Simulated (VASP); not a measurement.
# MoP (P-6m2) in VASP: a series of runs, part 2 of 2

VASP 6.6.1.

**3. Relaxation of shape and atoms at fixed volume, LDA (a relaxed cell with its volume scaled by 1.02)**

INCAR

```
PREC = Accurate
ENCUT = 600
EDIFF = 1E-7
ISMEAR = 1
SIGMA = 0.1
LREAL = F
LASPH = T
NELM = 80
ALGO = Fast
ISIF = 4
LWAVE = F
LCHARG = F
IBRION = 2
NSW = 40
EDIFFG = -0.01
```

KPOINTS

```
regular mesh
0
Gamma
  15 15 11
```

POSCAR

```
MoP                                     
1.0
    3.2155015415      0.0000000000     -0.0000000000
   -1.6077507707      2.7847060209      0.0000000000
   -0.0000000000      0.0000000000      3.1787549763
  Mo              P             
     1     1
Direct
     0.0000000000000000    0.0000000000000000    1.0000000000000000
     0.3333333332999970    0.6666666667000030    0.5000000000000000
```

Potentials or basis: VASP PAW LDA potentials, release 64 (Mo_sv, P).

Command:

```bash
$ cat potpaw_LDA.64/Mo_sv/POTCAR potpaw_LDA.64/P/POTCAR > POTCAR
$ mpirun -np 1 vasp_std > vasp.out
```

OUTCAR:

```text
PREC = Accurate
   ENCUT = 600
   EDIFF = 1E-7
   ISMEAR = 1
   LREAL = F
   LASPH = T
   NELM = 80
   ISIF = 4
   IBRION = 2
   NSW = 40
   EDIFFG = -0.01

 ion  position               nearest neighbor table
   1  0.000  0.000  0.000-   2 2.44   2 2.44   2 2.44   2 2.44   2 2.44   2 2.44
   2  0.333  0.667  0.500-   1 2.44   1 2.44   1 2.44   1 2.44   1 2.44   1 2.44

  LATTYP: Found a hexagonal cell.
 ALAT       =     3.2155015415
 C/A-ratio  =     0.9885720580

  Lattice vectors:

 A1 = (   3.2155015415,   0.0000000000,   0.0000000000)
 A2 = (  -1.6077507707,   2.7847060209,   0.0000000000)
 A3 = (   0.0000000000,   0.0000000000,   3.1787549763)

Analysis of symmetry for initial positions (statically):
=====================================================================
 Subroutine PRICEL returns:
 Original cell was already a primitive cell.

 Routine SETGRP: Setting up the symmetry group for a
 hexagonal supercell.

 Subroutine GETGRP returns: Found 12 space group operations
 (whereof 12 operations were pure point group operations)
 out of a pool of 24 trial point group operations.

The static configuration has the point symmetry D_3h.

Analysis of symmetry for dynamics (positions and initial velocities):
=====================================================================
 Subroutine PRICEL returns:
 Original cell was already a primitive cell.

 Routine SETGRP: Setting up the symmetry group for a
 hexagonal supercell.

 Subroutine GETGRP returns: Found 12 space group operations
 (whereof 12 operations were pure point group operations)
 out of a pool of 24 trial point group operations.

The dynamic configuration has the point symmetry D_3h.

 Subroutine INISYM returns: Found 12 space group operations
 (whereof 12 operations are pure point group operations),
 and found     1 'primitive' translations

----------------------------------------------------------------------------------------

                                     Primitive cell

  volume of cell :      28.4633

  direct lattice vectors                    reciprocal lattice vectors
     3.215501542  0.000000000  0.000000000     0.310993476  0.179552167  0.000000000
    -1.607750771  2.784706021  0.000000000     0.000000000  0.359104334  0.000000000
     0.000000000  0.000000000  3.178754976     0.000000000  0.000000000  0.314588576

  length of vectors
     3.215501542  3.215501542  3.178754976     0.359104334  0.359104334  0.314588576

  position of ions in fractional coordinates (direct lattice)
     0.000000000  0.000000000  0.000000000
     0.333333333  0.666666667  0.500000000

  ion indices of the primitive-cell ions
   primitive index   ion index
                 1           1
                 2           2

----------------------------------------------------------------------------------------

 KPOINTS: regular mesh

Automatic generation of k-mesh.
 Grid dimensions read from file:
 generate k-points for:   15   15   11

 Generating k-lattice:
[... 54 lines left out ...]
   ISTART =      0    job   : 0-new  1-cont  2-samecut
   ICHARG =      2    charge: 1-file 2-atom 10-const
   ISPIN  =      1    spin polarized calculation?
   LNONCOLLINEAR =      F non collinear calculations
   LSORBIT =      F    spin-orbit coupling
   LASPH  =      T    aspherical Exc in radial PAW
   ENCUT  =  600.0 eV  44.10 Ry    6.64 a.u.   6.42  6.42  6.35*2*pi/ulx,y,z
   NELM   =     80;   NELMIN=  2; NELMDL= -5     # of ELM steps
   EDIFF  = 0.1E-06   stopping-criterion for ELM
   LREAL  =      F    real-space projection
   EDIFFG = -.1E-01   stopping-criterion for IOM
   NSW    =     40    number of steps for IOM
   IBRION =      2    ionic relax: 0-MD 1-quasi-New 2-CG
   NFREE  =      1    steps in history (QN), initial steepest desc. (CG)
   ISIF   =      4    stress and relaxation
   ISYM   =      2    0-nonsym 1-usesym 2-fastsym
   POTIM  = 0.5000    time-step for ionic-motion
   TEBEG  =    0.0;   TEEND  =   0.0 temperature during run
   PSTRESS=    0.0 pullay stress
   NELECT =      19.0000    total number of electrons
   NUPDOWN=      -1.0000    fix difference up-down
   EMIN   =  10.00;   EMAX   =-10.00  energy-range for DOS
   EFERMI =   0.00;   METHOD = LEGACY
   ISMEAR =     1;   SIGMA  =   0.10  broadening in eV -4-tet -1-fermi 0-gaus
   EFERMI_NEDOS =   21; number of points for ismear=-14 and -15
   IALGO  =     68    algorithm
   IMIX   =      4    mixing-type and parameters
     AMIX     =   0.40;   BMIX     =  1.00
     AMIX_MAG =   1.60;   BMIX_MAG =  1.00
  volume/ion in A,a.u.               =      14.23        96.04
  Fermi-wavevector in a.u.,A,eV,Ry     =   1.430752  2.703729 27.851818  2.047051
  Thomas-Fermi vector in A             =   2.550563
   LORBIT       =      0    0 simple, 1 ext, 2 COOP (PROOUT), +10 PAW based schemes
   GGA     = CA    functional components
   LHFCALC =     F    Hartree Fock is set to
   AEXX    =    0.0000 exact exchange contribution
   IVDW    =     0    specifies the selected vdW correction
   LEPSILON=     F    determine dielectric tensor
   LRPA    =     F    only Hartree local field effects (RPA)
 conjugate gradient relaxation of ions
 non-spin polarized calculation
 RMM-DIIS sequential band-by-band and
 Methfessel and Paxton  Order N= 1 SIGMA  =   0.10
  energy-cutoff  :      600.00
  volume of cell :       28.46
 maximum number of plane-waves:       965
 NGX is ok and might be reduce to    28
   NGX = 13   NGY = 13   NGZ = 13

--------------------------------------- Ionic step        1  -------------------------------------------

 number of electron      18.9999999 magnetization

 Free energy of the ion-electron system (eV)
  ---------------------------------------------------
  ext. energy  EPLUGINS =         0.00000000
  ---------------------------------------------------
  free energy    TOTEN  =       -19.71077448 eV

  energy without entropy =      -19.71027250  energy(sigma->0) =      -19.71060716

------------------------ aborting loop because EDIFF is reached ----------------------------------------

  FORCE on cell =-STRESS in cart. coord.  units (eV):
  Direction    XX          YY          ZZ          XY          YZ          ZX
  --------------------------------------------------------------------------------------
  -------------------------------------------------------------------------------------
  Total       -0.7698671     -0.7698671     -0.9905985     -0.0000000     -0.0000000      0.0000000
  in kB      -43.3352409    -43.3352409    -55.7600480     -0.0000000     -0.0000000      0.0000000
  external PRESSURE =     -47.4768433 kB  Pullay stress =       0.0000000 kB
[... 59 lines left out ...]
--------------------------------------- Ionic step        3  -------------------------------------------

 number of electron      18.9999999 magnetization

 Free energy of the ion-electron system (eV)
  ---------------------------------------------------
  ext. energy  EPLUGINS =         0.00000000
  ---------------------------------------------------
  free energy    TOTEN  =       -19.71109113 eV

  energy without entropy =      -19.71065864  energy(sigma->0) =      -19.71094697

 E-fermi :  11.9670     XC(G=0): -12.7950

 val. band max:       11.9244298590   @ k =   0.2667   0.0667   0.3636
 cond. band min:      11.9714696388   @ k =   0.4000  -0.0000   0.0909
 fundamental gap:      0.0470397798
 Fermi energy:        11.9670081313

 k-point     1 :       0.0000    0.0000    0.0000
  band No.  band energies     occupation
      1     -48.8824      2.00000
      2     -23.2235      2.00000
      3     -23.0155      2.00000
      4     -23.0155      2.00000
      5      -1.9732      2.00000
      6       7.6906      2.00000
      7       8.5781      2.00000
      8       8.5781      2.00000
      9      11.3329      2.00000
     10      12.2419     -0.00071
     11      12.2419     -0.00071
     12      16.1068      0.00000
     13      16.1068      0.00000
[... 354 lines left out ...]
  band No.  band energies     occupation
      1     -48.8453      2.00000
      2     -23.3294      2.00000
      3     -23.1738      2.00000
      4     -23.1722      2.00000
      5       0.9322      2.00000
      6       5.0424      2.00000
      7       7.3326      2.00000
      8       8.1605      2.00000
      9      10.7746      2.00000
     10      11.1354      2.00000
     11      12.8116     -0.00000
     12      13.5827     -0.00000
     13      18.0800      0.00000

 [... further k-points ...]

------------------------ aborting loop because EDIFF is reached ----------------------------------------

  FORCE on cell =-STRESS in cart. coord.  units (eV):
  Direction    XX          YY          ZZ          XY          YZ          ZX
  --------------------------------------------------------------------------------------
  -------------------------------------------------------------------------------------
  Total       -0.8117788     -0.8117788     -0.8110585     -0.0000000      0.0000000      0.0000000
  in kB      -45.6944188    -45.6944188    -45.6538725     -0.0000000      0.0000000      0.0000000
  external PRESSURE =     -45.6809034 kB  Pullay stress =       0.0000000 kB
[... 17 lines left out ...]
  FREE ENERGIE OF THE ION-ELECTRON SYSTEM (eV)
  ---------------------------------------------------
  free  energy   TOTEN  =       -19.7110911312 eV

  energy  without entropy=      -19.7106586366  energy(sigma->0) =      -19.71094697

 reached required accuracy - stopping structural energy minimisation
```

CONTCAR:

```text
MoP
   1.00000000000000
     3.2200892587642063   -0.0000000000008607    0.0000000000000000
    -1.6100446293327773    2.7886791005951093    0.0000000000000000
     0.0000000000000000   -0.0000000000000000    3.1697037734175759
  Mo              P
     1     1
Direct
     0.0000000000000000    0.0000000000000000    0.0000000000000000
     0.3333333332999970    0.6666666667000030    0.5000000000000000

  0.00000000E+00  0.00000000E+00  0.00000000E+00
  0.00000000E+00  0.00000000E+00  0.00000000E+00
```

Run time: 2.9 min. Hardware: 1 thread of Intel Xeon Platinum 8175M at 2.50GHz (Skylake/Cascade Lake), shared host; peak memory 0.2 GiB.

What came out:

- Free energy: -19.7111 eV
- Energy gained by relaxing: 0.2 meV/atom
- Ionic steps: 3
- Pressure after relaxing: -4.6 GPa
- Band gap on the k mesh: none (metal or under the smearing width)

The path:
| step | energy change (eV) | largest force (eV/Å) | pressure (GPa) |
| --- | --- | --- | --- |
| 1 | 0.0000 | 0.0000 | -4.75 |
| 2 | -0.0003 | 0.0000 | -4.54 |
| 3 | -0.0003 | 0.0000 | -4.57 |

Final structure:
```
Mo P
1.0
     3.22009    0.00000    0.00000
    -1.61004    2.78868    0.00000
     0.00000    0.00000    3.16970
Mo P
1 1
Direct
  0.00000 0.00000 0.00000
  0.33333 0.66667 0.50000
```
